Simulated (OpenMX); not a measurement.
## TiCo under changes of volume

One of the cells (13.580 Å³/atom); the others are scaled copies at fixed shape and fractional positions:

```
Co Ti
1.0
     3.00589    0.00000    0.00000
     0.00000    3.00589    0.00000
     0.00000    0.00000    3.00589
Co Ti
1 1
Direct
  0.50000 0.50000 0.50000
  0.00000 0.00000 0.00000
```

The cell comes from a database or a generator and needn't be the stable form of this composition.

- Program: OpenMX 3.8.5
- Functional: PBE
- Potentials or basis: OpenMX 2013 PBE set, Co6.0H-s3p2d2, Ti7.0-s3p2d2, fixed grid of 40 × 40 × 40 points
- k mesh: 9 × 9 × 9
- Occupations: fermi-dirac, width 0.05 eV
- Spin: collinear spin, ferromagnetic start
- Starting moments: [2.0, 1.0] μB

```csv
volume (Å³/atom),energy over the lowest point (meV/atom),moment (μB per cell)
12.515,?,?
12.781,18.07,0.82
13.047,6.12,0.84
13.580,0.00,0.87
13.846,6.01,0.88
14.112,16.36,0.89
```

Question: What does the run at 12.515 Å³/atom give?

Answer: Energy over the lowest point 37.18 meV/atom; moment 0.80 μB per cell.

Worked out: A Birch-Murnaghan fit of order 3 (a polynomial in V^(-2/3)) to the other rows has its minimum at 13.44 Å³/atom with B0 = V·E''(V) = 173 GPa (rough, since the energies scatter). It gives 36.89 meV/atom at 12.515 Å³/atom, against the run's 37.18. A straight line through the other rows of the moment, of slope 0.0524 μB per Å³/atom, extrapolates to 0.81 μB, against the run's 0.80.

Energies are extrapolated to zero smearing.

Caveats: the basis of atomic orbitals isn't converged, which shifts pressures, moduli and gaps.
